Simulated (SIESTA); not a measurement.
The system is MgSi.

```
Si Mg
1.0
     2.90839    0.00000    0.00000
     0.00000    2.90839    0.00000
     0.00000    0.00000    4.10343
Si Mg
1 1
Direct
  0.50000 0.50000 0.50000
  0.00000 0.00000 0.00000
```

The cell comes from a database or a generator and needn't be the stable form of this composition.

| Item | Value |
| --- | --- |
| Program | SIESTA 5.4.2 |
| Task | single point |
| Functional | PBEsol |
| Potentials or basis | PseudoDojo 0.4 standard (PBEsol files) |
| Basis | DZP (energy shift 0.003 Ry; two zetas on semicore shells) |
| Grid cutoff | 800 Ry |
| Energy shift | 0.003 Ry |
| k mesh | 9 × 9 × 7 |
| Occupations | fermi-dirac, width 0.05 eV |
| Spin | no spin polarisation |

On this cell: pressure 0.9 GPa; largest force under 0.003 eV/Å; band gap on the k mesh none (metal or under the smearing width).

The same run follows on a disturbed copy (atoms moved at random, drawn with an rms of 0.05 Å):

```
CELL_PARAMETERS angstrom
2.90839 0.00000 0.00000
0.00000 2.90839 0.00000
0.00000 0.00000 4.10343
ATOMIC_POSITIONS crystal
Si 0.50647 0.48044 0.48810
Mg 0.99561 0.00805 0.00308
```

Task: What changes?

Result: The energy (extrapolated to zero smearing) moves by +7.7 meV/atom; pressure 1.1 GPa; largest force 0.320 eV/Å; band gap on the k mesh none (metal or under the smearing width).

Forces in eV/Å, atoms in the order of the input:
```
Si  -0.063  0.156  0.268
Mg   0.065 -0.158 -0.270
```

Stress tensor (GPa, compression positive):
```
 3.22 -0.07 -0.10
-0.07  3.16  0.27
-0.10  0.27 -3.17
```

Caveats: the basis of atomic orbitals isn't converged, which shifts pressures, moduli and gaps.
